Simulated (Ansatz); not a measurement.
## Course of a relaxation: ZrO4

Recipe of this trial structure of ZrO4: random cell by space group and Wyckoff sites (Pnnm, No. 58). The dimensions are guesses.

```
Zr O
1.0
     3.88995    0.00000    0.00000
     0.00000    7.28485    0.00000
     0.00000    0.00000    3.77364
Zr O
2 8
Cartesian
  0.0000 0.0000 1.8868
  1.9450 3.6424 0.0000
  0.9510 1.3896 3.2157
  2.9390 5.8953 3.2157
  2.8960 2.2528 2.4448
  0.9940 5.0320 2.4448
  2.9390 5.8953 0.5580
  0.9510 1.3896 0.5580
  0.9940 5.0320 1.3288
  2.8960 2.2528 1.3288
```

Level of theory: DFT PBE, scalar-relativistic, plane waves, PAW (Ansatz). Cutoff 420 eV, Gaussian smearing, Γ-centred meshes. Cell and atoms relax first on a coarse mesh and then on a converged one. In between, the cell is made exact in the group found at 0.06 Å. The steps can't lower the symmetry of their start. No spin polarisation.

Steps on the 4×4×4 mesh (10 atoms, 20 steps). The free energy counts from the last step; some steps are skipped; the plane-wave basis is renewed at times, which shifts energy and pressure.

```tsv
step	ΔF (meV/atom)	V (Å³/atom)	P (GPa)	largest force component (eV/Å)
1	1669.4	10.69	56.54	18.680
2	849.2	11.48	18.61	6.288
4	340.8	11.62	3.02	0.335
5	243.1	11.49	-0.91	0.295
7	171.3	11.05	-3.07	0.074
8	167.8	10.93	-0.09	0.044
10	76.4	10.93	7.75	0.020
11	37.7	11.15	4.92	0.047
13	19.8	11.52	-0.02	0.053
14	20.0	11.59	0.01	0.014
16	1.7	11.71	0.22	0.010
17	1.8	11.76	0.01	0.004
19	0.2	11.79	0.01	0.002
20	0.0	11.79	0.02	0.002
```

The relaxed structure, after a last relaxation on the converged mesh:

```cif
data_structure
_symmetry_space_group_name_H-M 'Pnnm'
_symmetry_Int_Tables_number 58
_cell_length_a 5.3504
_cell_length_b 5.4437
_cell_length_c 4.0468
_cell_angle_alpha 90.000
_cell_angle_beta 90.000
_cell_angle_gamma 90.000
_cell_volume 117.87
loop_
_atom_site_label
_atom_site_type_symbol
_atom_site_symmetry_multiplicity
_atom_site_Wyckoff_symbol
_atom_site_fract_x
_atom_site_fract_y
_atom_site_fract_z
_atom_site_occupancy
Zr1 Zr 2 b 0.00000 0.00000 0.50000 1
O1 O 8 h 0.25100 0.20393 0.81945 1
```

The symmetry stays Pnnm (No. 58). The volume per atom grows by 10.2 %, from 10.7 to 11.8 Å³. The shortest distance goes from 1.12 Å (O–O) to 1.46 Å (O–O). The end holds O–O pairs (shortest 1.46 Å, as in peroxide). The energy falls by about 1.7 eV/atom (the start's value is from the coarse mesh). Zr is surrounded by 8 O at 2.17–2.22 Å; O has 1 O at 1.46 Å and 2 Zr at 2.17–2.22 Å.

```json
{"Volume per atom": "11.79 Å³", "Density": "4.37 g/cm³", "Energy over the elements": "−1.486 eV/atom", "Gap on the 8×8×10 mesh of the 10-atom cell": "0.18 eV"}
```

Formation energies are uncorrected and refer to the elements' standard structures at the same level (O₂ as a molecule).

The last run used Gaussian smearing of 0.01 eV. Kohn–Sham gaps at this level usually fall short of measured ones. Small gaps are read on the mesh alone, and bands can cross between its points. A structure relaxed within its symmetry needn't be a true minimum. In all, the 3 runs took 9 min on 1 thread of Intel(R) Xeon(R) Platinum 8488C (Sapphire Rapids) (shared host).
